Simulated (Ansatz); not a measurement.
**A series in space group P6_3/mmc**

All 4 crystals share space group P6_3/mmc (No. 194) and the same kinds of sites, 6 atoms in the primitive cell. They are database entries and needn't be the stable phases. The set is a selection: crystals with gaps under 0.25 eV or edges off the refined points were left out. Cells are relaxed by PAW under the functional.

Quantity: Kohn-Sham band edges (the gap between refined extrema, the direct gap on the fine mesh). Level: PBEsol, all-electron LAPW in Ansatz 0.2.0, scalar-relativistic.

| crystal | cell (conventional) | fine k mesh | smearing (eV) | gap (eV) | least direct gap (eV) | electron conductivity mass (mₑ) | ε∞ without local fields (PAW) |
| --- | --- | --- | --- | --- | --- | --- | --- |
| MoS₂ | a = 3.141, c = 12.573 Å | 10×10×4 | none | 0.97 | 1.96 | 0.598 | 13.68 |
| MoSe₂ | a = 3.269, c = 13.120 Å | 10×10×4 | none | 0.88 | 1.64 | 0.534 | 15.29 |
| Te₂Mo | a = 3.494, c = 13.999 Å | 10×10×2 | none | ? | ? | ? | ? |
| WSe₂ | a = 3.271, c = 13.223 Å | 10×10×4 | none | 1.02 | 1.85 | 0.463 | 13.91 |

Task: What did the calculation give for Te₂Mo?

Result: gap = 0.72 eV, least direct gap = 1.19 eV, electron conductivity mass = 0.456 mₑ, ε∞ without local fields (PAW) = 18.88.

Keep in mind: no spin-orbit coupling on heavy atoms; semilocal gaps are low, and light masses and ε∞ follow the gap; no dispersion correction, so the spacing and stiffness between layers or molecules are poor.
